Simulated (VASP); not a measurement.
# TiTe2 in VASP: further runs

The runs below take TiTe2 through relaxation of cell and atoms, with PBE+D3(BJ), LDA.

Program: VASP 6.6.1. These are calculated values, not measurements. Logs are shortened: lines on timing, memory, paths and dates and some standing lists are left out, and cuts for length are marked.

## Step 1: The structure

The cell holds a slab with vacuum, 3 atoms: a = 3.680 Å, b = 3.680 Å, c = 21.415 Å, α = 90.00°, β = 90.00°, γ = 120.00°.

## Step 2: Relaxation of cell and atoms, PBE+D3(BJ)

Input file INCAR:

```
SYSTEM = TiTe2
ALGO     = Normal         ! electronic algorithm
EDIFF    = 1E-7           ! SCF threshold, eV
EDIFFG   = -0.005         ! ionic threshold
ENCUT    = 600            ! plane-wave cutoff, eV
GGA      = PE             ! functional
IBRION   = 2              ! ionic algorithm
ISIF     = 3              ! what is computed and relaxed
ISMEAR   = 0              ! smearing method
IVDW     = 12             ! dispersion correction
LASPH    = .TRUE.         ! aspherical terms in the spheres
LATTICE_CONSTRAINTS= .TRUE. .TRUE. .FALSE.
LCHARG   = .FALSE.        ! write CHGCAR
LREAL    = .FALSE.        ! projectors in reciprocal space
LWAVE    = .FALSE.        ! write WAVECAR
NELM     = 80             ! most SCF steps
NSW      = 90             ! ionic steps
PREC     = Accurate       ! precision mode
SIGMA    = 0.03           ! smearing width, eV
```

Input file KPOINTS:

```
k-points
0
G
  9 9 1
  0 0 0
```

Input file POSCAR:

```
TiTe2                                   
1.0
    3.6803828901      0.0000000000      0.0000000000
   -1.8401914450      3.1873050784      0.0000000000
    0.0000000000      0.0000000000     21.4153488000
  Te              Ti            
     2     1
Direct
     0.3333333300000021    0.6666666699999979    0.4177095180880877
     0.6666666699999979    0.3333333300000021    0.5822904819119123
     0.0000000000000000    0.0000000000000000    0.5000000000000000
```

Potentials or basis: VASP PAW PBE potentials, release 64 (Te, Ti_sv).

Run with:

```sh
$ cat potpaw_PBE.64/Te/POTCAR potpaw_PBE.64/Ti_sv/POTCAR > POTCAR
$ mpirun -np 1 vasp_std > vasp.out
```

OUTCAR:

```text
SYSTEM = TiTe2
   EDIFF = 1E-7
   EDIFFG = -0.005
   ENCUT = 600
   GGA = PE
   IBRION = 2
   ISIF = 3
   ISMEAR = 0
   IVDW = 12
   LASPH = .TRUE.
   LREAL = .FALSE.
   NELM = 80
   NSW = 90
   PREC = Accurate
 IVDW          = 12

 ion  position               nearest neighbor table
   1  0.333  0.667  0.418-   3 2.76   3 2.76   3 2.76
   2  0.667  0.333  0.582-   3 2.76   3 2.76   3 2.76
   3  0.000  0.000  0.500-   1 2.76   2 2.76   1 2.76   2 2.76   2 2.76   1 2.76

  LATTYP: Found a hexagonal cell.
 ALAT       =     3.6803828901
 C/A-ratio  =     5.8187828385

  Lattice vectors:

 A1 = (   3.6803828901,   0.0000000000,   0.0000000000)
 A2 = (  -1.8401914450,   3.1873050784,   0.0000000000)
 A3 = (   0.0000000000,   0.0000000000,  21.4153488000)

Analysis of symmetry for initial positions (statically):
=====================================================================
 Subroutine PRICEL returns:
 Original cell was already a primitive cell.

 Routine SETGRP: Setting up the symmetry group for a
 hexagonal supercell.

 Subroutine GETGRP returns: Found 12 space group operations
 (whereof 12 operations were pure point group operations)
 out of a pool of 24 trial point group operations.

The static configuration has the point symmetry D_3d.

Analysis of symmetry for dynamics (positions and initial velocities):
=====================================================================
 Subroutine PRICEL returns:
 Original cell was already a primitive cell.

 Routine SETGRP: Setting up the symmetry group for a
 hexagonal supercell.

 Subroutine GETGRP returns: Found 12 space group operations
 (whereof 12 operations were pure point group operations)
 out of a pool of 24 trial point group operations.

The dynamic configuration has the point symmetry D_3d.

 Subroutine INISYM returns: Found 12 space group operations
 (whereof 12 operations are pure point group operations),
 and found     1 'primitive' translations

----------------------------------------------------------------------------------------

                                     Primitive cell

  volume of cell :     251.2128

  direct lattice vectors                    reciprocal lattice vectors
     3.680382890  0.000000000  0.000000000     0.271710860  0.156872338  0.000000000
    -1.840191445  3.187305078  0.000000000     0.000000000  0.313744676  0.000000000
     0.000000000  0.000000000 21.415348800     0.000000000  0.000000000  0.046695480

  length of vectors
     3.680382890  3.680382890 21.415348800     0.313744676  0.313744676  0.046695480

  position of ions in fractional coordinates (direct lattice)
     0.333333330  0.666666670  0.417709518
     0.666666670  0.333333330  0.582290482
     0.000000000  0.000000000  0.500000000

  ion indices of the primitive-cell ions
   primitive index   ion index
                 1           1
                 2           2
                 3           3

----------------------------------------------------------------------------------------

 KPOINTS: k-points

Automatic generation of k-mesh.
 Grid dimensions read from file:
 generate k-points for:    9    9    1

 Generating k-lattice:

  Cartesian coordinates                     Fractional coordinates (reciprocal lattice)
     0.030190096  0.017430260  0.000000000     0.111111111  0.000000000  0.000000000
     0.000000000  0.034860520  0.000000000     0.000000000  0.111111111  0.000000000
     0.000000000  0.000000000  0.046695480     0.000000000  0.000000000  1.000000000

  Length of vectors
     0.034860520  0.034860520  0.046695480

  Shift w.r.t. Gamma in fractional coordinates (k-lattice)
     0.000000000  0.000000000  0.000000000

 Subroutine IBZKPT returns following result:
 ===========================================

 Found     12 irreducible k-points:

 Following reciprocal coordinates:
            Coordinates               Weight
  0.000000  0.000000  0.000000      1.000000
  0.111111 -0.000000  0.000000      6.000000
  0.222222 -0.000000  0.000000      6.000000
  0.333333 -0.000000  0.000000      6.000000
  0.444444 -0.000000  0.000000      6.000000
  0.111111  0.111111  0.000000      6.000000
  0.222222  0.111111  0.000000     12.000000
  0.333333  0.111111  0.000000     12.000000
  0.444444  0.111111  0.000000      6.000000
  0.222222  0.222222  0.000000      6.000000
  0.333333  0.222222  0.000000     12.000000
  0.333333  0.333333  0.000000      2.000000
   k-points           NKPTS =     12   k-points in BZ     NKDIM =     12   number of bands    NBANDS=     16
   number of dos      NEDOS =    301   number of ions     NIONS =      3
   total plane-waves  NPLWV = 162000
   dimension x,y,z NGX =    30 NGY =   30 NGZ =  180
   dimension x,y,z NGXF=    60 NGYF=   60 NGZF=  360
   ions per type =               2   1
   NGX,Y,Z   is equivalent  to a cutoff of  13.55, 13.55, 13.97 a.u.
   NGXF,Y,Z  is equivalent  to a cutoff of  27.10, 27.10, 27.95 a.u.
 SYSTEM =  TiTe2
   PREC   = accura    normal or accurate (medium, high low for compatibility)
   ISTART =      0    job   : 0-new  1-cont  2-samecut
   ICHARG =      2    charge: 1-file 2-atom 10-const
   ISPIN  =      1    spin polarized calculation?
   LNONCOLLINEAR =      F non collinear calculations
   LSORBIT =      F    spin-orbit coupling
   LASPH  =      T    aspherical Exc in radial PAW
   ENCUT  =  600.0 eV  44.10 Ry    6.64 a.u.   7.35  7.35 42.77*2*pi/ulx,y,z
   NELM   =     80;   NELMIN=  2; NELMDL= -5     # of ELM steps
   EDIFF  = 0.1E-06   stopping-criterion for ELM
   LREAL  =      F    real-space projection
   EDIFFG = -.5E-02   stopping-criterion for IOM
   NSW    =     90    number of steps for IOM
   IBRION =      2    ionic relax: 0-MD 1-quasi-New 2-CG
   NFREE  =      1    steps in history (QN), initial steepest desc. (CG)
   ISIF   =      3    stress and relaxation
   ISYM   =      2    0-nonsym 1-usesym 2-fastsym
   POTIM  = 0.5000    time-step for ionic-motion
   TEBEG  =    0.0;   TEEND  =   0.0 temperature during run
   PSTRESS=    0.0 pullay stress
   NELECT =      24.0000    total number of electrons
   NUPDOWN=      -1.0000    fix difference up-down
   EMIN   =  10.00;   EMAX   =-10.00  energy-range for DOS
   EFERMI =   0.00;   METHOD = LEGACY
   ISMEAR =     0;   SIGMA  =   0.03  broadening in eV -4-tet -1-fermi 0-gaus
   EFERMI_NEDOS =   21; number of points for ismear=-14 and -15
   IALGO  =     38    algorithm
   IMIX   =      4    mixing-type and parameters
     AMIX     =   0.40;   BMIX     =  1.00
     AMIX_MAG =   1.60;   BMIX_MAG =  1.00
  volume/ion in A,a.u.               =      83.74       565.09
  Fermi-wavevector in a.u.,A,eV,Ry     =   0.748396  1.414263  7.620572  0.560096
  Thomas-Fermi vector in A             =   1.844674
   LORBIT       =      0    0 simple, 1 ext, 2 COOP (PROOUT), +10 PAW based schemes
   GGA     = PE    functional components
   LHFCALC =     F    Hartree Fock is set to
   AEXX    =    0.0000 exact exchange contribution
   IVDW    =    12    specifies the selected vdW correction
   LEPSILON=     F    determine dielectric tensor
   LRPA    =     F    only Hartree local field effects (RPA)
 conjugate gradient relaxation of ions
 non-spin polarized calculation
 Gauss-broadening in eV      SIGMA  =   0.03
  energy-cutoff  :      600.00
  volume of cell :      251.21
 maximum number of plane-waves:      8443
 NGX is ok and might be reduce to    30
   NGX = 15   NGY = 15   NGZ = 85

--------------------------------------- Ionic step        1  -------------------------------------------

 number of electron      24.0000000 magnetization

 Free energy of the ion-electron system (eV)
  ---------------------------------------------------
  ext. energy  EPLUGINS =         0.00000000
  ---------------------------------------------------
  free energy    TOTEN  =       -16.17162772 eV

  energy without entropy =      -16.17048504  energy(sigma->0) =      -16.17105638

------------------------ aborting loop because EDIFF is reached ----------------------------------------

 Edisp (eV)   -1.07944

 E8    (eV) :    -0.5285

  FORCE on cell =-STRESS in cart. coord.  units (eV):
  Direction    XX          YY          ZZ          XY          YZ          ZX
  --------------------------------------------------------------------------------------
  -------------------------------------------------------------------------------------
  Total       0.00419     0.00419     0.00391     0.00000     0.00000     0.00000
  in kB       0.02670     0.02670     0.02496     0.00000     0.00000     0.00000
  external pressure =        0.03 kB  Pullay stress =        0.00 kB

 VOLUME and BASIS-vectors are now :
 -----------------------------------------------------------------------------
  energy-cutoff  :      600.00
  volume of cell :      251.21
      direct lattice vectors                 reciprocal lattice vectors
     3.680382890  0.000000000  0.000000000     0.271710860  0.156872338  0.000000000
    -1.840191445  3.187305078  0.000000000     0.000000000  0.313744676  0.000000000
     0.000000000  0.000000000 21.415348800     0.000000000  0.000000000  0.046695480

 POSITION                                       TOTAL-FORCE (eV/Angst)
 -----------------------------------------------------------------------------------
     -0.00000      2.12487      8.94540         0.000000      0.000000     -0.006130
      1.84019      1.06244     12.46995        -0.000000      0.000000      0.006130
      0.00000      0.00000     10.70767        -0.000000      0.000000      0.000000
 -----------------------------------------------------------------------------------
    total drift:                               -0.000000     -0.000000     -0.000000

  FREE ENERGIE OF THE ION-ELECTRON SYSTEM (eV)
  ---------------------------------------------------
  free  energy   TOTEN  =       -17.2510679771 eV

  energy  without entropy=      -17.2499252930  energy(sigma->0) =      -17.25049664

--------------------------------------- Ionic step        2  -------------------------------------------

 number of electron      24.0000000 magnetization

 Free energy of the ion-electron system (eV)
  ---------------------------------------------------
  ext. energy  EPLUGINS =         0.00000000
  ---------------------------------------------------
  free energy    TOTEN  =       -16.17184593 eV

  energy without entropy =      -16.17070324  energy(sigma->0) =      -16.17127458

 E-fermi :  -1.1437     XC(G=0):  -3.6526

 val. band max:       -1.2615528778   @ k =   0.4444  -0.0000   0.0000
 cond. band min:      -1.1345552702   @ k =   0.3333  -0.0000   0.0000
 fundamental gap:      0.1269976076
 Fermi energy:        -1.1436923752

 k-point     1 :       0.0000    0.0000    0.0000
  band No.  band energies     occupation
      1     -58.4940      2.00000
      2     -34.7458      2.00000
      3     -34.7458      2.00000
      4     -34.7188      2.00000
      5     -13.2731      2.00000
      6     -12.4673      2.00000
[... 8 lines left out ...]
     15       0.2811      0.00000
     16       2.4427      0.00000
[... 191 lines left out ...]
 k-point    12 :       0.3333    0.3333    0.0000
  band No.  band energies     occupation
      1     -58.4892      2.00000
      2     -34.7832      2.00000
      3     -34.7832      2.00000
      4     -34.7048      2.00000
      5     -11.2681      2.00000
      6     -11.2681      2.00000
[... 8 lines left out ...]
     15       0.1685      0.00000
     16       1.4308      0.00000

------------------------ aborting loop because EDIFF is reached ----------------------------------------

 Edisp (eV)   -1.07922

 E8    (eV) :    -0.5284

  FORCE on cell =-STRESS in cart. coord.  units (eV):
  Direction    XX          YY          ZZ          XY          YZ          ZX
  --------------------------------------------------------------------------------------
  -------------------------------------------------------------------------------------
  Total      -0.00184    -0.00184    -0.00697    -0.00000    -0.00000     0.00000
  in kB      -0.01170    -0.01170    -0.04444    -0.00000    -0.00000     0.00000
  external pressure =       -0.02 kB  Pullay stress =        0.00 kB

 VOLUME and BASIS-vectors are now :
 -----------------------------------------------------------------------------
  energy-cutoff  :      600.00
  volume of cell :      251.25
      direct lattice vectors                 reciprocal lattice vectors
     3.680630684  0.000000000  0.000000000     0.271692567  0.156861777  0.000000000
    -1.840315342  3.187519674  0.000000000    -0.000000000  0.313723554  0.000000000
     0.000000000  0.000000000 21.415348800     0.000000000  0.000000000  0.046695480

 POSITION                                       TOTAL-FORCE (eV/Angst)
 -----------------------------------------------------------------------------------
     -0.00000      2.12501      8.94510        -0.000000     -0.000000     -0.002423
      1.84032      1.06251     12.47025         0.000000      0.000000      0.002423
      3.68063      0.00000     10.70767         0.000000      0.000000      0.000000
 -----------------------------------------------------------------------------------
    total drift:                                0.000000      0.000000     -0.000000

  FREE ENERGIE OF THE ION-ELECTRON SYSTEM (eV)
  ---------------------------------------------------
  free  energy   TOTEN  =       -17.2510700311 eV

  energy  without entropy=      -17.2499273470  energy(sigma->0) =      -17.25049869

 reached required accuracy - stopping structural energy minimisation
```

Wall time 1.9 min (1 thread of Intel Xeon 6975P-C (Granite Rapids), shared host); peak memory 0.46 GiB.

Results:

| Quantity | Value |
| --- | --- |
| Free energy | -17.2511 eV |
| Relaxed volume | 83.75 Å³/atom |
| Relaxed cell | a = 3.681 Å, b = 3.681 Å, c = 21.415 Å, α = 90.00°, β = 90.00°, γ = 120.00° |
| Space group after relaxing (to 0.05 Å) | P-3m1 (No. 164) |
| Energy gained by relaxing | 0.0 meV/atom |
| Ionic steps | 2 |
| Band gap on the k mesh | none (metal or under the smearing width) |
| Dispersion energy per atom | -0.360 eV |

Forces on the atoms (eV/Å):
```
Te   0.000  0.000 -0.002
Te   0.000  0.000  0.002
Ti   0.000  0.000  0.000
```

Final structure:
```
Te Ti
1.0
     3.68063    0.00000    0.00000
    -1.84032    3.18752    0.00000
     0.00000    0.00000   21.41535
Te Ti
2 1
Direct
  0.33333 0.66667 0.41770
  0.66667 0.33333 0.58230
  0.00000 0.00000 0.50000
```

Spin-orbit coupling is left out, which matters for the levels of Te.

## Step 3: Relaxation of cell and atoms, LDA

This run uses another cell than the first one, of 88.19 Å³/atom, 1.053 times its volume.

Input file INCAR:

```
  PREC = Accurate
  ENCUT = 600
  EDIFF = 1E-6
  ISMEAR = 0
  SIGMA = 0.03
  LREAL = False
  LASPH = True
  NELM = 80
  ALGO = Normal
  ISIF = 3
  LWAVE = False
  LCHARG = False
  GGA = CA
  IBRION = 2
  NSW = 90
  EDIFFG = -0.01
  LATTICE_CONSTRAINTS = .TRUE. .TRUE. .FALSE.
```

Input file KPOINTS:

```
Automatic mesh
0
Gamma
  9 9 1
```

Input file POSCAR:

```
TiTe2
1.0
    3.7770000000      0.0000000000      0.0000000000
   -1.8885000000      3.2709779500      0.0000000000
    0.0000000000      0.0000000000     21.4153488000
Te Ti
2 1
Direct
    0.3333333300      0.6666666700      0.4202593200
    0.6666666700      0.3333333300      0.5797406800
    0.0000000000      0.0000000000      0.5000000000
```

Potentials or basis: VASP PAW LDA potentials, release 64 (Te, Ti_sv).

Run with:

```sh
$ cat potpaw_LDA.64/Te/POTCAR potpaw_LDA.64/Ti_sv/POTCAR > POTCAR
$ mpirun -np 1 vasp_std > vasp.out
```

It took 5.1 min on 1 thread of Intel Xeon Platinum 8488C (Sapphire Rapids), shared host; peak memory 0.36 GiB.

It converged, with:

```
Free energy                            : -18.0815 eV
Relaxed volume                         : 81.64 Å³/atom
Relaxed cell                           : a = 3.634 Å, b = 3.634 Å, c = 21.415 Å, α = 90.00°, β = 90.00°, γ = 120.00°
Space group after relaxing (to 0.05 Å) : P-3m1 (No. 164)
Energy gained by relaxing              : 29.1 meV/atom
Ionic steps                            : 9
Largest force after relaxing           : 0.004 eV/Å
Band gap on the k mesh                 : none (metal or under the smearing width)
```

Forces in eV/Å, atoms in the order of the input:
```
Te   0.000  0.000 -0.004
Te   0.000  0.000  0.004
Ti   0.000  0.000  0.000
```

Step by step:
```
step  energy change (eV)  largest force (eV/Å)  pressure (GPa)  volume (Å³)
   1              0.0000                0.2755           -1.15       264.58
   2             -0.0697                0.4238            0.60       244.79
   3             -0.0766                0.2570            0.15       249.07
   4             -0.0820                0.1854            0.11       247.76
   5             -0.0873                0.0029            0.02       244.31
   6             -0.0874                0.0104            0.03       244.56
   7             -0.0874                0.0153            0.03       244.65
   8             -0.0874                0.0085           -0.03       245.25
   9             -0.0874                0.0044            0.00       244.93
```

Final structure:
```xyz
3
Lattice="3.6341 0.0000 0.0000 -1.8170 3.1472 0.0000 0.0000 0.0000 21.4153" Properties=species:S:1:pos:R:3 pbc="T T T"
Te    0.0000    2.0981    8.9718
Te    1.8170    1.0491   12.4435
Ti    0.0000    0.0000   10.7077
```

Levels at points of the mesh, in eV from the Fermi level:
```
           k point  band 9  band 10  band 11  band 12  band 13  band 14  band 15  band 16
(0.00, 0.00, 0.00)   -1.29    -1.29     0.50     0.58     0.58     1.61     1.61     3.87
```

The run has no spin-orbit coupling, so splittings on Te are missing. Zero-point motion and thermal expansion aren't in these numbers.

## Step 4: Relaxation of cell and atoms, LDA

This run uses another cell than the first one, of 81.64 Å³/atom, 0.975 times its volume.

INCAR, as its differences from that of step 3:

```diff
@@ -2,3 +2,3 @@
   ENCUT = 600
-  EDIFF = 1E-6
+  EDIFF = 1E-7
   ISMEAR = 0
@@ -15,3 +15,3 @@
   NSW = 90
-  EDIFFG = -0.01
+  EDIFFG = -0.005
   LATTICE_CONSTRAINTS = .TRUE. .TRUE. .FALSE.
```

KPOINTS is that of step 3.

Input file POSCAR:

```
TiTe2                                   
1.0
    3.6340541205      0.0000000000      0.0000000000
   -1.8170270603      3.1471831870      0.0000000000
    0.0000000000      0.0000000000     21.4153488000
  Te              Ti            
     2     1
Direct
     0.3333333300000021    0.6666666699999979    0.4189446152816512
     0.6666666699999979    0.3333333300000021    0.5810553847183488
     0.0000000000000000    0.0000000000000000    0.5000000000000000
```

Run with:

```sh
$ cat potpaw_LDA.64/Te/POTCAR potpaw_LDA.64/Ti_sv/POTCAR > POTCAR
$ mpirun -np 1 vasp_std > vasp.out
```

It took 82 s on 1 thread of Intel Xeon Platinum 8488C (Sapphire Rapids), shared host; peak memory 0.34 GiB.

The run converged. Its results:

```
Free energy                  : -18.0809 eV
Largest force after relaxing : 0.004 eV/Å
Band gap on the k mesh       : none (metal or under the smearing width)
```

Forces in eV/Å, atoms in the order of the input:
```
Te   0.000  0.000 -0.004
Te   0.000  0.000  0.004
Ti   0.000  0.000  0.000
```

Final structure:
```cif
data_structure
_symmetry_space_group_name_H-M 'P 1'
_symmetry_Int_Tables_number 1
_cell_length_a 3.6341
_cell_length_b 3.6341
_cell_length_c 21.4153
_cell_angle_alpha 90.000
_cell_angle_beta 90.000
_cell_angle_gamma 120.000
_cell_volume 244.93
loop_
_atom_site_label
_atom_site_type_symbol
_atom_site_fract_x
_atom_site_fract_y
_atom_site_fract_z
_atom_site_occupancy
Te1 Te 0.33333 0.66667 0.41894 1
Te2 Te 0.66667 0.33333 0.58106 1
Ti1 Ti 0.00000 0.00000 0.50000 1
```

Levels at points of the mesh, in eV from the Fermi level:
```
           k point  band 9  band 10  band 11  band 12  band 13  band 14  band 15  band 16
(0.00, 0.00, 0.00)   -1.29    -1.29     0.50     0.58     0.58     1.61     1.61     3.87
```

Caveat: the relaxation stopped at its first step, so nothing moved.
